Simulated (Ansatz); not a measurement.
Crystal: FeO (Wuestite).

```
Fe O
1.0
     1.51882    0.87689    2.51958
    -1.51882    0.87689    2.51958
     0.00000   -1.75378    2.51958
Fe O
1 1
Direct
  0.00000 0.00000 0.00000
  0.50000 0.50000 0.50000
```

```yaml
Program: Ansatz 0.2.0
Task: relaxation of cell and atoms
Functional: PBE
Dispersion: D4
Potentials_or_basis: Ansatz PAW polarizable
Cutoff: "420 eV (not typed: the program's choice for these potentials)"
k_mesh: 11 × 11 × 11
Occupations: gaussian, width 0.02 eV
Spin: collinear spin, ferromagnetic start
Starting_moments: "[3.0, 0.0] μB"
```

At the start: volume 10.07 Å³/atom.

Task: How do energy, volume and symmetry change on relaxing?

Result: It ends after 14 steps and the volume is 9.84 Å³/atom (-2.3 %); space group Fm-3m (No. 225, to 0.05 Å); moment 4.00 μB per cell.

The path:
```
step  energy change (eV)  largest force (eV/Å)  volume (Å³)
   1              0.0000                0.0000        20.13
   2             -0.0109                0.0000        19.76
   3             -0.0112                0.0000        19.75
   4             -0.0115                0.0000        19.73
   5             -0.0116                0.0000        19.73
   6             -0.0117                0.0000        19.72
   7             -0.0117                0.0000        19.72
   8             -0.0120                0.0000        19.68
   9             -0.0120                0.0000        19.69
  10             -0.0121                0.0000        19.68
  11             -0.0121                0.0000        19.68
  12             -0.0105                0.0000        19.68
  13             -0.0105                0.0000        19.68
  14             -0.0106                0.0000        19.68
```

Final structure:
```
Fe O
1.0
     1.51508    0.87473    2.47476
    -1.51508    0.87473    2.47476
     0.00000   -1.74947    2.47476
Fe O
1 1
Direct
  0.00000 0.00000 0.00000
  0.50000 0.50000 0.50000
```

The cell as given is a measured one (10.07 Å³/atom); PBE+D4 puts the equilibrium volume -2.3 % from it, thermal expansion not counted.

Caveat: the plane-wave basis is chosen anew once the cell has moved, so the energies of steps on either side of that aren't comparable; the pressure holds a Pulay correction of +0.6 GPa for the finite cutoff; a cell with one magnetic atom can't hold antiferromagnetic order, which such compounds often take; pairwise dispersion overbinds metals, which lowers pressure and volume.
